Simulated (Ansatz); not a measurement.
# Si2Mo (I4/mmm) in Ansatz: a series of runs

Runs on Si2Mo. Level: PBE. Tasks: relaxation of cell and atoms.

Program: Ansatz 0.2.0. These are calculated values, not measurements. Logs are shortened: lines on timing, memory, paths and dates and some standing lists are left out, and cuts for length are marked.

### Step 1. Starting point

Symmetry: I4/mmm, No. 139, tetragonal system. The conventional cell has a = 3.200 Å, b = 3.200 Å, c = 7.861 Å, α = 90.00°, β = 90.00°, γ = 90.00°. Mo (site symmetry 4/mmm) is surrounded by 10 Si at 2.62 Å. Si (site symmetry 4mm) is surrounded by 5 Si at 2.61 to 2.63 Å and 5 Mo at 2.62 Å.

### Step 2. Relaxation of cell and atoms, PBE, target pressure 20 GPa, at which the enthalpy is minimised

input.yaml reads:

```yaml
crystal:
  lattice:
    - [-1.6, 1.6, 3.9305]
    - [1.6, -1.6, 3.9305]
    - [1.6, 1.6, -3.9305]
  atoms:
    - { symbol: Mo, position: [0.0, 0.0, 0.0] }
    - { symbol: Si, position: [0.667, 0.667, 0.0] }
    - { symbol: Si, position: [0.333, 0.333, 0.0] }
hamiltonian:
  xc: pbe
  pseudopotentials: { kind: paw }
kpoints:
  mp_grid: { grid: [12, 12, 12] }
scf:
  occupations: { method: fermi_dirac, width: 0.05 }
output:
  forces: true
  stress: true
  eigenvalues: true
relax:
  f_tol: 0.01
  max_steps: 40
  cell: { stress_tol: 0.05, p_target: 20.0 }
```

Potentials or basis: Ansatz PAW.

On the command line:

```
> ansatz run input.yaml --threads 2 --pin off --max-ram 5632MiB --backend cpu --events-out ev --progress --plain --runs-dir out
```

Output:

```text
Warning: RAYON_NUM_THREADS=2 ignored (pool sized by the plan → 2); use --threads N
basis.fft_grid_basis auto: the FFT boxes are laid along the combinations [[1, 0, 1], [0, 1, 1], [0, 0, 1]] of the cell's own vectors, 3.200, 3.200 and 4.535 Å long. The dense box has 24×24×32 points. Along the cell's own vectors, as sized, it would have 32×32×32, 1.78 times as many. Of the 16 symmetry operations that the crystal satisfies within crystal.symmetry.tolerance (time reversal apart; of a slab, those that keep its plane) the dense box along the cell's own vectors carries 16, and the one as laid loses 12 of those. basis.fft_grid_basis: typed keeps the cell's own vectors: state it where this run's energies or levels are differenced outside the engine with another run's, or held beside a run that keeps those vectors.
Engine: ansatz 0.2.0, x86_64-unknown-linux-gnu
Pseudopotentials: kind: paw
Pseudopotential: Mo, paw, valence charge 14, recommended cutoff 420 eV (normal), Mo.paw.azcp
Pseudopotential: Si, paw, valence charge 4, recommended cutoff 420 eV (normal), Si.paw.azcp
Functional definition: PBE
  parameter kappa = 0.804
  parameter beta = 0.06672455060314922
  exchange = pbe_x(kappa = kappa, mu = beta*pi^2/3)
  correlation = pbe_c(beta = beta)
Crystal: 3 atoms, lattice volume = 40.248 Å³
Basis set: ecut = 420 eV, 769 PW (Γ), FFT grids on a1+a3, a2+a3, a3, exchange–correlation on 48×48×64 points (8 copies of the dense FFT grid, shifted against one another)
Bands: 15, of which v1, the nominal top of the filled ones, is band 11 counted from 1 (10 counted from 0)
Symmetry: 16 space group operations
Space group: I4/mmm (ITA 139), of the structure as read, at distance tolerance 3.4e-5 Å
k-points: 163 of 1728
Non-local potential: Mo, projectors of the file, l = 0: 3, l = 1: 2, l = 2: 2, l = 3: 1
Non-local potential: Si, projectors of the file, l = 0: 2, l = 1: 2, l = 2: 2
PAW form: soft (Blöchl's): semilocal exchange-correlation on the pseudo side does not see the compensation charge
PAW one-centre angular grid: Mo, 590 points (default); XC on 64 Gauss nodes
PAW one-centre angular grid: Si, 110 points (default); XC on 64 Gauss nodes
Initial density: superposition of atomic densities (neutral atoms: chi_scale 0, normalization atom), corrected by the library's trained network
Initial wavefunctions: pseudopotential atomic-orbital guess
Functional: x = pbe(κ = 0.804, μ = 0.2195149727645171), c = pbe(β = 0.06672455060314922)
SCF iter   1: F=—  HF=-6229.119369 eV  |F-HF|=—  |Δ(HF+E_count)|=         —  Δρ=4.84e-3  dr2=8.85e-3  ethr=1.77e-3  ⟨swp⟩=5.4  Hψ=14041  notcnv=0
preconditioner: auto → none  [insulator: Δε(μ)=0.132 eV  Ē_g=7.722 eV  σ=0.050 eV  W_gap=0.58  n_scr=10 (ndim 8)  ℏωp=21.9 eV  f_vac=0.000  D(μ)=0.25/eV (n_scr^D=0)  ε∞_Penn≈9.0]
SCF iter   2: F=—  HF=-6229.117438 eV  |F-HF|=—  |Δ(HF+E_count)|=   1.93e-3  Δρ=1.85e-3  dr2=4.64e-4  ethr=4.02e-5  ⟨swp⟩=2.1  Hψ=5102  notcnv=0
SCF iter   3: F=—  HF=-6229.117549 eV  |F-HF|=—  |Δ(HF+E_count)|=   1.11e-4  Δρ=7.20e-4  dr2=5.67e-5  ethr=2.11e-6  ⟨swp⟩=2.0  Hψ=3319  notcnv=0
SCF iter   4: F=—  HF=-6229.117576 eV  |F-HF|=—  |Δ(HF+E_count)|=   2.64e-5  Δρ=1.04e-4  dr2=1.07e-6  ethr=2.58e-7  ⟨swp⟩=2.0  Hψ=3834  notcnv=0
iter 5 did not close the SCF: its close was put off for the readings that it lacked (scf_convergence_deferred on its scf_iter line)
SCF iter   5: F=-6229.117577 eV  HF=-6229.117577 eV  |F-HF|=7.69e-9  |Δ(HF+E_count)|=   1.07e-6  Δρ=7.68e-6  dr2=1.70e-8  ethr=4.85e-9  ⟨swp⟩=2.0  Hψ=4243  notcnv=0
SCF iter   6: F=-6229.117577 eV  HF=-6229.117577 eV  |F-HF|=3.46e-10  |Δ(HF+E_count)|=   1.30e-9  Δρ=2.05e-6  dr2=3.87e-10  ethr=7.74e-11  ⟨swp⟩=2.0  Hψ=7970  notcnv=0
SCF 1 converged in 6 iterations: F = -6229.117577 eV  dr2 = 3.87e-10
[... 55 lines left out ...]
basis re-selected at this cell: Δ(F+E_penalty+E_count) = +5.850e-4 eV, ΔP = -0.011 GPa vs the last step (what re-selecting the basis moved, of the pressure what is left beyond the Pulay correction that the steps carried, after the strain that the cell walked since its last selection, with what the two solves' SCF thresholds leave and, on support functions, any second-order correction that the steps lacked; it is no measure of the basis error at this ecutwfc). The dense FFT grid was sized anew with the basis: this SCF ran on 24×24×30 points, the steps before it on 24×24×32, so part of this shift can come from that change (see relax.cell in the input reference). This SCF's stress stands 1.27e-2 GPa from its target on what of the cell is left free (relax.cell.stress_tol is 5.00e-2 GPa) and its largest allowed force component is 1.56e-3 eV/Å (relax.f_tol is 1.00e-2 eV/Å): within both
SCF converged after 5 iterations
Free energy (F): -6228.940457 eV
Harris-Foulkes:  -6228.940457 eV  (|F-HF|=9.09e-13)
Internal energy: -6228.938306 eV  (E = F + TS)
E sigma→0 (E₀):  -6228.939381 eV
Entropy (-TS):   -0.002151 eV (-0.717 meV/atom)
Fermi energy:    17.325856 eV
--- Per-component energies (eV) ---
  E_band       = -20.111597
  E_kinetic    = 538.273241
  E_local      = -1101.046029  (includes V_loc(G=0)·N_el)
  E_nonlocal   = 193.914669
  E_hartree    = 415.341738
  E_xc         = -301.074847
  E_vxc        = -332.274912  (∫ρ·V_xc dr)
  E_paw        = -4227.419583  (= ΣΔE_a)
  E_vpaw       = -149.662105  (= ΣTr[D̂ρ^β])
  E_aug_tail   = 0.000047  (compensation charges beyond the density's cutoff)
  E_ewald      = -1746.927542
  E_smearing   = -0.002151  (= −TS)
  E_closure    = 0.000000  (closes the sum)
  Σ components = -6228.940457   (vs F -6228.940457, Δ=0.00e0)
--- Forces (eV/Å), atoms counted from 1 ---
  atom   1  Mo     0.00000000     0.00000000     0.00000000
  atom   2  Si    -0.00000000    -0.00000000    -0.00156402
  atom   3  Si     0.00000000    -0.00000000     0.00156402
  max |Σ_I F_I| component: 4.86e-17 eV/Å
--- Stress (GPa, compression-positive) ---
       19.987289       0.000000       0.000000
        0.000000      19.987289       0.000000
        0.000000       0.000000      20.003941
  P = ⅓ Tr σ = 19.9928 GPa (199.928 kbar)
--- Band table (eV; the first three rows and the last of 163) ---
  k-point 0: bands = ["-43.3199", "-17.5326", "-17.3962", "-17.3962", "3.3264", "10.5047", "13.9352", "13.9397", "14.4983", "14.4983", "17.7609", "20.2138", "20.9083", "21.1452", "21.1452"]
  k-point 1: bands = ["-43.3165", "-17.5280", "-17.4188", "-17.4152", "3.5555", "10.7119", "13.1533", "13.9140", "14.0207", "15.3306", "16.9276", "20.3004", "20.7427", "20.9620", "21.2571"]
  k-point 2: bands = ["-43.3071", "-17.5156", "-17.4778", "-17.4671", "4.2177", "11.2177", "12.4027", "12.7665", "14.2726", "15.3602", "15.9077", "19.9938", "20.9833", "21.2070", "21.4435"]
  k-point 162: bands = ["-43.3190", "-17.5673", "-17.3983", "-17.3983", "5.3071", "6.8758", "13.4104", "14.8743", "16.6744", "16.6744", "16.8555", "16.8555", "17.9137", "22.2276", "23.3073"]
--- Relaxed structure (5 steps of the walk, 5 accepted, 1 SCFs on fresh bases) ---
  F+E_penalty+E_count = -6228.94045677 eV   max|allowed force component| = 1.564e-3 eV/Å   (the final SCF, on the basis selected at the relaxed cell)
  cell:  # Å, volume = 37.5382 Å³
    - [-1.562068908000228, 1.562068908000228, 3.84603856134776]
    - [1.562068908000228, -1.562068908000228, 3.84603856134776]
    - [1.562068908000228, 1.562068908000228, -3.84603856134776]
  atoms:
    - { symbol: Mo, position: [-1.4711643777100515e-19, -1.4711643777099434e-19, 1.0813921097244603e-32] }
    - { symbol: Si, position: [0.6660961346019266, 0.6660961346019266, -4.9996117676007515e-33] }
    - { symbol: Si, position: [0.3339038653980736, 0.3339038653980736, -5.2691174653378706e-33] }
```

Wall time 8.3 s (2 threads of Intel Xeon 6975P-C (Granite Rapids), shared host); peak memory 0.45 GiB.

Results:

```yaml
Free_energy: -6228.9405 eV
Relaxed_volume: 12.51 Å³/atom
Relaxed_cell: a = 4.435 Å, b = 4.435 Å, c = 4.435 Å, α = 138.76°, β = 138.76°, γ = 59.74°
Space_group_after_relaxing_to_0.05_Å: I4/mmm (No. 139)
Energy_change_on_relaxing_the_enthalpy_is_what_falls: +59.0 meV/atom
Ionic_steps: 6
Pressure_after_relaxing: 20.0 GPa
Band_gap_on_the_k_mesh: none (metal or under the smearing width)
```

Step by step:
| step | energy change (eV) | largest force (eV/Å) | volume (Å³) |
| --- | --- | --- | --- |
| 1 | 0.0000 | 0.2792 | 40.25 |
| 2 | 0.4023 | 0.2347 | 36.15 |
| 3 | 0.1578 | 0.0148 | 37.69 |
| 4 | 0.1774 | 0.0044 | 37.53 |
| 5 | 0.1765 | 0.0016 | 37.54 |
| 6 | 0.1771 | 0.0016 | 37.54 |

Final structure:
```cif
data_structure
_symmetry_space_group_name_H-M 'P 1'
_symmetry_Int_Tables_number 1
_cell_length_a 4.4353
_cell_length_b 4.4353
_cell_length_c 4.4353
_cell_angle_alpha 138.758
_cell_angle_beta 138.758
_cell_angle_gamma 59.745
_cell_volume 37.54
loop_
_atom_site_label
_atom_site_type_symbol
_atom_site_fract_x
_atom_site_fract_y
_atom_site_fract_z
_atom_site_occupancy
Mo1 Mo 0.00000 0.00000 0.00000 1
Si1 Si 0.66610 0.66610 0.00000 1
Si2 Si 0.33390 0.33390 0.00000 1
```

Caveat: the plane-wave basis is chosen anew once the cell has moved, so the energies of steps on either side of that aren't comparable.

### Step 3. Relaxation of cell and atoms, PBE, target pressure 30 GPa, at which the enthalpy is minimised

Edit input.yaml of step 2 so:

```diff
@@ -20,2 +20,6 @@
   eigenvalues: true
+  write_density: true
+  write_potential: true
+  elf: true
+  volumetric_format: npy
 relax:
@@ -23,2 +27,2 @@
   max_steps: 40
-  cell: { stress_tol: 0.05, p_target: 20.0 }
+  cell: { stress_tol: 0.05, p_target: 30.0 }
```

Potentials or basis: Ansatz PAW.

On the command line:

```
> ansatz run input.yaml --threads 2 --pin off --max-ram 5632MiB --backend cpu --events-out ev --progress --plain --runs-dir out
```

Wall time 12 s (2 threads of Intel Xeon 6975P-C (Granite Rapids), shared host); peak memory 0.48 GiB.

It converged, with:

* Free energy: -6228.7543 eV
* Relaxed volume: 12.11 Å³/atom
* Relaxed cell: a = 4.392 Å, b = 4.392 Å, c = 4.392 Å, α = 138.84°, β = 138.84°, γ = 59.62°
* Space group after relaxing (to 0.05 Å): I4/mmm (No. 139)
* Energy change on relaxing (the enthalpy is what falls): +121.1 meV/atom
* Ionic steps: 7
* Pressure after relaxing: 30.0 GPa
* Band gap on the k mesh: none (metal or under the smearing width)

Step by step:
```tsv
step	energy change (eV)	largest force (eV/Å)	volume (Å³)
1	0.0000	0.2792	40.25
2	0.6601	0.3045	35.04
3	0.3238	0.0120	36.55
4	0.3673	0.0239	36.31
5	0.3624	0.0027	36.34
6	0.3625	0.0001	36.34
7	0.3633	0.0001	36.34
```

Final structure:
```
Mo Si
1.0
    -1.54392    1.54392    3.81116
     1.54392   -1.54392    3.81116
     1.54392    1.54392   -3.81116
Mo Si
1 2
Cartesian
  0.0000 0.0000 0.0000
  0.0000 0.0000 5.0802
  0.0000 0.0000 2.5421
```

Levels at points of the mesh, in eV from the Fermi level:
```tsv
k point	band 7	band 8	band 9	band 10	band 11	band 12	band 13	band 14	band 15
(0.00, 0.00, 0.00)	-3.56	-3.39	-2.93	-2.93	0.46	2.73	3.80	3.96	3.96
(0.00, 0.00, -0.50)	-6.15	-5.21	-4.88	-3.55	-1.14	2.72	3.19	3.41	3.52
(0.00, -0.50, 0.00)	-5.39	-4.79	-3.00	-2.83	-0.66	2.65	3.26	4.40	4.83
(-0.50, -0.50, -0.50)	-4.12	-2.59	-0.69	-0.69	-0.46	-0.46	0.62	4.98	5.96
```

Caveat: the plane-wave basis is chosen anew once the cell has moved, so the energies of steps on either side of that aren't comparable.
